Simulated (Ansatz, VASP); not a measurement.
## LaP in two plane-wave programs

Aim: how closely do two programs agree when they are given the same cell, functional and k mesh? The cell is taken from a series of VASP runs on this material, whose earlier steps may have relaxed, scaled or displaced it; both programs get it as it stands.

Program: Ansatz 0.2.0. Level of theory: plane waves, with VASP 6.6.1 beside it; relaxation of cell and atoms at PBEsol. Results are calculated unless marked as measured.

## 1. The structure

Symmetry: Fm-3m, No. 225, cubic system. Conventional cell: a = 5.977 Å, b = 5.977 Å, c = 5.977 Å, α = 90.00°, β = 90.00°, γ = 90.00°. La has 6 P at 2.99 Å nearest. Nearest to P lie 6 La at 2.99 Å. Farther neighbours are not listed.

Structure file:

```xyz
2
Lattice="0.0000 2.9884 2.9884 2.9884 0.0000 2.9884 2.9884 2.9884 0.0000" Properties=species:S:1:pos:R:3 pbc="T T T"
La    0.0000    0.0000    0.0000
P     2.9884    2.9884    2.9884
```

## 2. VASP: relaxation of cell and atoms, PBEsol

The relaxed volume is the usual yardstick between codes: its relative difference is about their pressure difference at one cell divided by the bulk modulus.

Lines of VASP's logs that name or quote its potential files are left out, and so is its time.

The input, INCAR:

```
SYSTEM = LaP
PREC = Accurate
ENCUT = 500
EDIFF = 1E-07
NELM = 100
ISMEAR = 0
SIGMA = 0.05
LREAL = .FALSE.
ALGO = Normal
GGA = PS
NBANDS = 14
LASPH = .TRUE.
LORBIT = 11
LWAVE = .FALSE.
LCHARG = .FALSE.
KPAR = 4
IBRION = 2
NSW = 50
ISIF = 3
EDIFFG = -0.002
```

The input, POSCAR:

```
LaP
1.0
    0.0000000000      2.9883543594      2.9883543594
    2.9883543594      0.0000000000      2.9883543594
    2.9883543594      2.9883543594      0.0000000000
La P
1 1
Direct
    0.0000000000      0.0000000000      0.0000000000
    0.5000000000      0.5000000000      0.5000000000
```

The input, KPOINTS:

```
Automatic mesh
0
Gamma
10 10 10
0 0 0
```

Potentials, in the order of the species: La and P (PBE family, release 64).

Started as:

```console
> mpirun -np 4 vasp_std
```

Numbers of over 12 decimals in the logs are rounded to 6 here.

What it wrote:

```text
[banner, memory and clock lines left out]
running    4 mpi-ranks, on    1 nodes
 distrk:  each k-point on    1 cores,    4 groups
 distr:  one band on    1 cores,    1 groups

 POSCAR found type information on POSCAR LaP
 POSCAR found :  2 types and       2 ions
|                                                                             |
|               ----> ADVICE to this user running VASP <----                  |
|                                                                             |
|     You enforced a specific xc type in the INCAR file but a different       |
|     [... a line on the potential file left out ...]
|     I HOPE YOU KNOW WHAT YOU ARE DOING!                                     |
|                                                                             |

 LDA part: xc-table for (Slater+PW92), standard interpolation
 POSCAR, INCAR and KPOINTS ok, starting setup
 FFT: planning ... GRIDC
 FFT: planning ... GRID_SOFT
 FFT: planning ... GRID
 WAVECAR not read
 entering main loop
       N       E                     dE             d eps       ncg     rms          rms(c)
DAV:   1     0.125552149944E+03    0.12555E+03   -0.56350E+03  1340   0.145E+03
DAV:   2    -0.955200901501E+00   -0.12651E+03   -0.11929E+03  1684   0.212E+02
DAV:   3    -0.139582627950E+02   -0.13003E+02   -0.12253E+02  1970   0.101E+02
DAV:   4    -0.144985814077E+02   -0.54032E+00   -0.53632E+00  2388   0.174E+01
DAV:   5    -0.145304761457E+02   -0.31895E-01   -0.31876E-01  1934   0.377E+00    0.403E+00
DAV:   6    -0.142400802751E+02    0.29040E+00   -0.10889E+00  2204   0.482E+00    0.268E+00
DAV:   7    -0.142269251023E+02    0.13155E-01   -0.76193E-02  2266   0.174E+00    0.127E+00
DAV:   8    -0.142257743176E+02    0.11508E-02   -0.23697E-02  2068   0.166E+00    0.212E-01
DAV:   9    -0.142261040493E+02   -0.32973E-03   -0.21841E-03  2438   0.418E-01    0.181E-01
DAV:  10    -0.142269393715E+02   -0.83532E-03   -0.74292E-03  2112   0.814E-01    0.691E-02
DAV:  11    -0.142267329851E+02    0.20639E-03   -0.18786E-03  2344   0.401E-01    0.394E-02
DAV:  12    -0.142267941029E+02   -0.61118E-04   -0.23179E-04  2104   0.105E-01    0.277E-02
DAV:  13    -0.142268220947E+02   -0.27992E-04   -0.12895E-04  2268   0.630E-02    0.173E-02
DAV:  14    -0.142268256391E+02   -0.35443E-05   -0.98809E-05  2024   0.817E-02    0.299E-03
DAV:  15    -0.142268259480E+02   -0.30892E-06   -0.74023E-06  2096   0.287E-02    0.385E-03
DAV:  16    -0.142268259448E+02    0.32514E-08   -0.95073E-07  2026   0.660E-03
   1 F= -.14226826E+02 E0= -.14226604E+02  d E =-.142268E+02
 curvature:   0.00 expect dE= 0.000E+00 dE for cont linesearch  0.000E+00
 trial: gam= 0.00000 g(F)=  0.180E-60 g(S)=  0.138E-10 ort = 0.000E+00 (trialstep = 0.100E+01)
 search vector abs. value=  0.114E-09
 reached required accuracy - stopping structural energy minimisation
```

Parts of OUTCAR (step 2):

```text
ion  position               nearest neighbor table
   1  0.000  0.000  0.000-   2 2.99   2 2.99   2 2.99   2 2.99   2 2.99   2 2.99
   2  0.500  0.500  0.500-   1 2.99   1 2.99   1 2.99   1 2.99   1 2.99   1 2.99

  LATTYP: Found a face centered cubic cell.
 ALAT       =     5.9767087188

 Subroutine GETGRP returns: Found 48 space group operations
 (whereof 48 operations were pure point group operations)

The static configuration has the point symmetry O_h .

 Found     47 irreducible k-points:

   k-points           NKPTS =     47   k-points in BZ     NKDIM =     47   number of bands    NBANDS=     14

   dimension x,y,z NGX =    32 NGY =   32 NGZ =   32
   dimension x,y,z NGXF=    64 NGYF=   64 NGZF=   64

   ENCUT  =  500.0 eV  36.75 Ry    6.06 a.u.   7.71  7.71  7.71*2*pi/ulx,y,z

   NELECT =      16.0000    total number of electrons

 k-points in reciprocal lattice and weights: Automatic mesh
   0.00000000  0.00000000  0.00000000       0.001
   0.10000000  0.00000000  0.00000000       0.008
   0.20000000  0.00000000  0.00000000       0.008
   0.30000000  0.00000000  0.00000000       0.008
   0.40000000  0.00000000  0.00000000       0.008
   0.50000000  0.00000000  0.00000000       0.004
   0.10000000  0.10000000  0.00000000       0.006
   0.20000000  0.10000000  0.00000000       0.024
   0.30000000  0.10000000  0.00000000       0.024
[...]
-0.30000000  0.40000000  0.20000000       0.024
  -0.30000000  0.50000000  0.20000000       0.012

 average (electrostatic) potential at core
       1 -96.3704       2 -80.1842

 E-fermi :   6.5439

 k-point     1 :       0.0000    0.0000    0.0000
  band No.  band energies     occupation
      1     -25.0480      2.00000
      2      -8.5686      2.00000
      3      -8.5686      2.00000
      4      -8.5686      2.00000
      5      -2.6324      2.00000
      6       6.6937      0.00002
      7       6.6937      0.00002
      8       6.6937      0.00002
      9       8.3125      0.00000
     10       8.3125      0.00000
    ...

 k-point     2 :       0.1000    0.0000    0.0000
  band No.  band energies     occupation
    ...
      4      -8.5741      2.00000
      5      -2.4851      2.00000
      6       6.2070      2.00000
      7       6.3778      2.00000
      8       6.3778      2.00000
      9       8.3337      0.00000
     10       8.4630      0.00000
     11       8.4630      0.00000
     12       9.4461      0.00000
     13       9.4461      0.00000
    ...

 k-point     3 :       0.2000    0.0000    0.0000
  band No.  band energies     occupation
    ...
      4      -8.5884      2.00000
      5      -2.1013      2.00000
      6       5.2641      2.00000
      7       5.7980      2.00000
      8       5.7980      2.00000
      9       8.4090      0.00000
     10       8.8254      0.00000
     11       8.8254      0.00000
     12       9.7018      0.00000
     13       9.7018      0.00000
    ...

  Total        0.0000138      0.0000138      0.0000138     -0.0000000      0.0000000     -0.0000000
  in kB        0.0004140      0.0004140      0.0004140     -0.0000000      0.0000000     -0.0000000
  external PRESSURE =       0.0004140 kB  Pullay stress =       0.0000000 kB

  energy-cutoff  :      500.00
  volume of cell :       53.37
      direct lattice vectors                 reciprocal lattice vectors
     0.000000000  2.988354359  2.988354359    -0.167316168  0.167316168  0.167316168
     2.988354359  0.000000000  2.988354359     0.167316168 -0.167316168  0.167316168
     2.988354359  2.988354359  0.000000000     0.167316168  0.167316168 -0.167316168

 POSITION                                       TOTAL-FORCE (eV/Angst)
 -----------------------------------------------------------------------------------
      0.00000      0.00000      0.00000        -0.000000     -0.000000     -0.000000
      2.98835      2.98835      2.98835         0.000000      0.000000      0.000000
 -----------------------------------------------------------------------------------
    total drift:                                0.000000     -0.000000     -0.000000

  FREE ENERGIE OF THE ION-ELECTRON SYSTEM (eV)
  ---------------------------------------------------
  free  energy   TOTEN  =       -14.2268259448 eV

  energy  without entropy=      -14.2263811373  energy(sigma->0) =      -14.22660354

 reached required accuracy - stopping structural energy minimisation

 total charge
# of ion       s       p       d       f       tot
--------------------------------------------------
    1        2.034   5.651   0.699   0.129   8.514
    2        1.038   1.499   0.000   0.000   2.537
--------------------------------------------------
tot          3.072   7.151   0.699   0.129  11.051

[... 3 further parts left out ...]
```

CONTCAR:

```
LaP
   1.00000000000000
     0.0000000000000000    2.9883543594000002    2.9883543594000002
     2.9883543594000002    0.0000000000000000    2.9883543594000002
     2.9883543594000002    2.9883543594000002    0.0000000000000000
  La              P
     1     1
Direct
     0.0000000000000000    0.0000000000000000    0.0000000000000000
     0.5000000000000000    0.5000000000000000    0.5000000000000000
```

## 3. Ansatz: relaxation of cell and atoms, PBEsol

Ansatz runs on its default PAW (the set named soft_2) files.

The same cell, functional, mesh and smearing now go to Ansatz, which takes its cutoff from its data sets.

The input, input.yaml:

```yaml
crystal:
  lattice:
    - [0.0, 2.9883543594, 2.9883543594]
    - [2.9883543594, 0.0, 2.9883543594]
    - [2.9883543594, 2.9883543594, 0.0]
  atoms:
    - { symbol: La, position: [0.0, 0.0, 0.0] }
    - { symbol: P, position: [0.5, 0.5, 0.5] }
hamiltonian:
  xc: pbesol
  pseudopotentials: { kind: paw }
kpoints:
  mp_grid: { grid: [10, 10, 10] }
scf:
  occupations: { method: gaussian, width: 0.05 }
relax:
  f_tol: 0.01
  max_steps: 60
  cell: { stress_tol: 0.05 }
output:
  forces: true
  stress: true
  write_density: true
  write_potential: true
  elf: true
  volumetric_format: npy
```

Started as:

```console
> ansatz run input.yaml --threads 4 --pin off --max-ram 9216MiB --backend cpu --events-out ev --progress --plain --runs-dir out
```

What it wrote:

```text
Engine: ansatz 0.2.0, aarch64-unknown-linux-gnu
Pseudopotentials: kind: paw
Pseudopotential: La, paw, valence charge 11, recommended cutoff 420 eV (normal), La.paw.azcp
Pseudopotential: P, paw, valence charge 5, recommended cutoff 420 eV (normal), P.paw.azcp
Functional definition: PBEsol
  exchange = pbesol_x
  correlation = pbesol_c
Crystal: 2 atoms, lattice volume = 53.374 Å³
Basis set: ecut = 420 eV, 1037 PW (Γ), exchange–correlation on 60×60×60 points (8 copies of the dense FFT grid, shifted against one another)
Bands: 12, of which v1, the nominal top of the filled ones, is band 8 counted from 1 (7 counted from 0)
Symmetry: 48 space group operations
Space group: Fm-3m (ITA 225), of the structure as read, at distance tolerance 3.8e-5 Å
k-points: 47 of 1000
Non-local potential: La, projectors of the file, l = 0: 3, l = 1: 2, l = 2: 2, l = 3: 3
Non-local potential: P, projectors of the file, l = 0: 2, l = 1: 2, l = 2: 2
PAW form: soft (Blöchl's): semilocal exchange-correlation on the pseudo side does not see the compensation charge
PAW frozen core: La, regenerated for the run's functional, and the local potential with it (the file was generated under x = pbe(κ = 0.804, μ = 0.219515), c = pbe(β = 0.066725))
PAW frozen core: P, regenerated for the run's functional, and the local potential with it (the file was generated under x = pbe(κ = 0.804, μ = 0.219515), c = pbe(β = 0.066725))
PAW one-centre angular grid: La, 590 points (default); XC on 64 Gauss nodes
PAW one-centre angular grid: P, 110 points (default); XC on 64 Gauss nodes
Initial density: superposition of atomic densities (neutral atoms: chi_scale 0, normalization atom), corrected by the library's trained network
Initial wavefunctions: pseudopotential atomic-orbital guess
Functional: x = pbesol(κ = 0.804, μ = 0.123457), c = pbesol(β = 0.046)
SCF iter   1: F=—  HF=-6904.436987 eV  |F-HF|=—  |Δ(HF+E_count)|=         —  Δρ=3.40e-3  dr2=1.16e-2  ethr=1.77e-3  ⟨swp⟩=5.2  Hψ=3073  notcnv=0
preconditioner: auto → none  [insulator: Δε(μ)=0.155 eV  Ē_g=10.911 eV  σ=0.050 eV  W_gap=0.57  n_scr=14 (ndim 8)  ℏωp=19.0 eV  f_vac=0.000  D(μ)=0.35/eV (n_scr^D=0)  ε∞_Penn≈4.0]
SCF iter   2: F=—  HF=-6904.433820 eV  |F-HF|=—  |Δ(HF+E_count)|=   3.17e-3  Δρ=1.42e-3  dr2=1.86e-3  ethr=7.25e-5  ⟨swp⟩=2.3  Hψ=1370  notcnv=0
SCF iter   3: F=—  HF=-6904.433324 eV  |F-HF|=—  |Δ(HF+E_count)|=   4.96e-4  Δρ=5.96e-4  dr2=1.54e-4  ethr=1.16e-5  ⟨swp⟩=2.1  Hψ=987  notcnv=0
SCF iter   4: F=—  HF=-6904.433329 eV  |F-HF|=—  |Δ(HF+E_count)|=   4.47e-6  Δρ=2.18e-4  dr2=1.28e-5  ethr=9.65e-7  ⟨swp⟩=2.4  Hψ=751  notcnv=0
SCF iter   5: F=—  HF=-6904.433329 eV  |F-HF|=—  |Δ(HF+E_count)|=   2.11e-7  Δρ=1.92e-5  dr2=1.16e-7  ethr=8.01e-8  ⟨swp⟩=1.6  Hψ=723  notcnv=0
SCF iter   6: F=-6904.433329 eV  HF=-6904.433329 eV  |F-HF|=0.00e0  |Δ(HF+E_count)|=   4.25e-8  Δρ=1.60e-6  dr2=7.23e-10  ethr=6.25e-10  ⟨swp⟩=8.4  Hψ=3300  notcnv=0
SCF 1 converged in 6 iterations: F = -6904.433329 eV  dr2 = 7.23e-10
  greatest PAW one-centre occupation: 0.972 electrons in one spin orbital (limit 2), on the La atom at site 0 (counted from 0), in its partial waves of l = 0
relax step   1: F+E_penalty+E_count = -6904.43332868 eV  Δ(F+E_penalty+E_count) = +0.000e0 eV  max|allowed force component| = 1.545e-30 eV/Å  Δτ_max = 0.0000 Å  P = +0.065 GPa  Ω = 53.374 Å³  (6 SCF iters, dr2 threshold 1.00e-7 eV, accepted)
[...]
relax step   2: F+E_penalty+E_count = -6904.43331961 eV  Δ(F+E_penalty+E_count) = +9.075e-6 eV  max|allowed force component| = 8.710e-31 eV/Å  Δτ_max = 0.0000 Å  P = -0.074 GPa  Ω = 53.469 Å³  energy of the carried Pulay correction = -6.298e-6 eV  (4 SCF iters, dr2 threshold 1.05e-8 eV, rejected (line search))
[...]
relax step   3: F+E_penalty+E_count = -6904.43333476 eV  Δ(F+E_penalty+E_count) = -6.073e-6 eV  max|allowed force component| = 8.053e-31 eV/Å  Δτ_max = 0.0000 Å  P = -0.000 GPa  Ω = 53.418 Å³  energy of the carried Pulay correction = -2.942e-6 eV  (5 SCF iters, accepted)
[...]
relax step   4: F+E_penalty+E_count = -6904.43333717 eV  Δ(F+E_penalty+E_count) = -2.414e-6 eV  max|allowed force component| = 1.759e-30 eV/Å  Δτ_max = 0.0000 Å  P = +0.000 GPa  Ω = 53.418 Å³  stress off target by 1.04e-5 GPa  SCF on the basis re-selected at this cell (its energy is not comparable with the rows above)  (3 SCF iters)
basis re-selected at this cell: Δ(F+E_penalty+E_count) = -2.414e-6 eV, ΔP = +0.000 GPa vs the last step (what re-selecting the basis moved, of the pressure what is left beyond the Pulay correction that the steps carried, after the strain that the cell walked since its last selection, with what the two solves' SCF thresholds leave and, on support functions, any second-order correction that the steps lacked; it is no m [...]
SCF converged after 3 iterations
Free energy (F): -6904.433337 eV
Harris-Foulkes:  -6904.433337 eV  (|F-HF|=1.00e-11)
Internal energy: -6904.432859 eV  (E = F + TS)
E sigma→0 (E₀):  -6904.433098 eV
Entropy (-TS):   -0.000479 eV (-0.239 meV/atom)
Fermi energy:    9.093683 eV
--- Per-component energies (eV) ---
  E_band       = -34.260512
  E_kinetic    = 262.022387
  E_local      = -383.312690  (includes V_loc(G=0)·N_el)
  E_nonlocal   = 131.608208
  E_hartree    = 118.466696
  E_xc         = -199.747051
  E_vxc        = -208.397543  (∫ρ·V_xc dr)
  E_paw        = -5883.171141  (= ΣΔE_a)
  E_vpaw       = -73.114248  (= ΣTr[D̂ρ^β])
  E_aug_tail   = 0.000003  (compensation charges beyond the density's cutoff)
  E_ewald      = -950.514877
  E_core_change = 0.215606  (= ΣΔE_core)
  E_smearing   = -0.000479  (= −TS)
  E_closure    = 0.000000  (closes the sum)
  Σ components = -6904.433337   (vs F -6904.433337, Δ=0.00e0)
--- Forces (eV/Å), atoms counted from 1 ---
  atom   1  La    -0.00000000     0.00000000    -0.00000000
  atom   2  P      0.00000000    -0.00000000    -0.00000000
  max |Σ_I F_I| component: 2.79e-30 eV/Å
--- Stress (GPa, compression-positive) ---
        0.000010      -0.000000      -0.000000
       -0.000000       0.000010      -0.000000
       -0.000000      -0.000000       0.000010
  P = ⅓ Tr σ = 0.0000 GPa (0.000 kbar)
--- Band table (eV; the first three rows and the last of 47) ---
  k-point 0: bands = [... 4 lower, -0.0779, 9.2354, 9.2354, 9.2354, 10.8739, 10.8739, 10.8739, 11.7776]
  k-point 1: bands = [... 4 lower, 0.0695, 8.7554, 8.9264, 8.9264, 10.8780, 11.0187, 11.0187, 11.9596]
  k-point 2: bands = [... 4 lower, 0.4539, 7.8180, 8.3536, 8.3536, 10.9358, 11.3616, 11.3616, 12.1534]
  k-point 46: bands = [... 4 lower, 0.6986, 7.5509, 8.1667, 8.1909, 10.8794, 11.7104, 12.1656, 12.1963]
--- Relaxed structure (3 steps of the walk, 2 accepted, 1 SCFs on fresh bases) ---
  F+E_penalty+E_count = -6904.43333717 eV   max|allowed force component| = 1.759e-30 eV/Å   (the final SCF, on the basis selected at the relaxed cell)
  cell:  # Å, volume = 53.4183 Å³
    - [0, 2.989188, 2.989188]
    - [2.989188, 0, 2.989188]
    - [2.989188, 2.989188, 0]
  atoms:
    - { symbol: La, position: [0, 0, 0] }
    - { symbol: P, position: [0.5, 0.5, 0.5] }
```

Run time: 4.1 s. Hardware: 4 threads of Arm Neoverse N1, shared host; peak memory 0.38 GiB; 14 s of CPU time.

## 4. Differences

Known differences besides the potentials themselves: both relaxations stop at a tolerance, which leaves soft axes loose, and VASP keeps its plane-wave basis; the cutoff is 420 eV in Ansatz and 500 eV in VASP; Ansatz makes its cores anew for this functional, VASP keeps those of its PBE data sets; Ansatz adds a Pulay correction to the stress that steers its cell, VASP none. Total energies have different zeros and are not compared.

Compared:

```csv
quantity,Ansatz,VASP,difference
volume (Å³),53.42,53.37,+0.08 %
"edge a after relaxation, in the typed setting (Å)",4.227,4.226,+0.03 %
```

The walks stopped with 0.00 GPa left in Ansatz and 0.00 GPa in VASP; each walk ends within a tolerance, so the volume difference is uncertain by about these residues over the bulk modulus, most in soft cells.

## 5. What came out

- difference in volume (relaxation of cell and atoms, PBEsol): 0.084 %

What this shows: The difference in volume is 0.084 % (relaxation of cell and atoms, PBEsol), within the 1.2 % picked in this series as the mark of a large difference, as far as the stopping tolerances let one tell. How closely two codes agree says nothing of how well the functional describes the real material.

[Lines on the potential files, build, host, timing and source positions are cut from VASP's logs without a mark.]

[Logs are printed without paths, hosts, clocks, repeated set-up lines and the standing remarks that a program may print on its own settings, such as how far it seeks lower states.]

[Hosts, paths, dates, database ids (printed as entryN), source tags and the programs' standing remarks are cut or masked in the printed files.]
